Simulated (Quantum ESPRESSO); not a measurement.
The system is Rh.

```
CELL_PARAMETERS angstrom
0.00000 1.89785 1.89785
1.89785 0.00000 1.89785
1.89785 1.89785 0.00000
ATOMIC_POSITIONS crystal
Rh 0.00000 0.00000 0.00000
```

Base run:

* Program: Quantum ESPRESSO 7.5
* Functional: PBEsol
* Potentials or basis: SG15 PBE 1.2
* Cutoff: 952 eV
* Density cutoff: 3810 eV
* k mesh: 12 × 12 × 12
* Occupations: fermi-dirac, width 0.05 eV
* Spin: no spin polarisation

Its results: band gap on the k mesh none (metal or under the smearing width); pressure -4.2 GPa.

After a change of settings the same cell gave: band gap on the k mesh none (metal or under the smearing width); pressure -3.3 GPa. Which change was it?
A. potentials or basis from SG15 PBE 1.2 to PseudoDojo 0.4 SR PBEsol stringent; cutoff from 952 eV to 1197 eV; density cutoff from 3810 eV to 4789 eV
B. functional from PBEsol to PBE; k mesh from 12 × 12 × 12 to 7 × 7 × 7
C. functional from PBEsol to PBE
D. functional from PBEsol to PBE; k mesh from 12 × 12 × 12 to 4 × 4 × 4

A.

Caveats: the potentials were made for another functional, which shifts forces and pressure (some runs).

Not every run made on this cell is shown here.
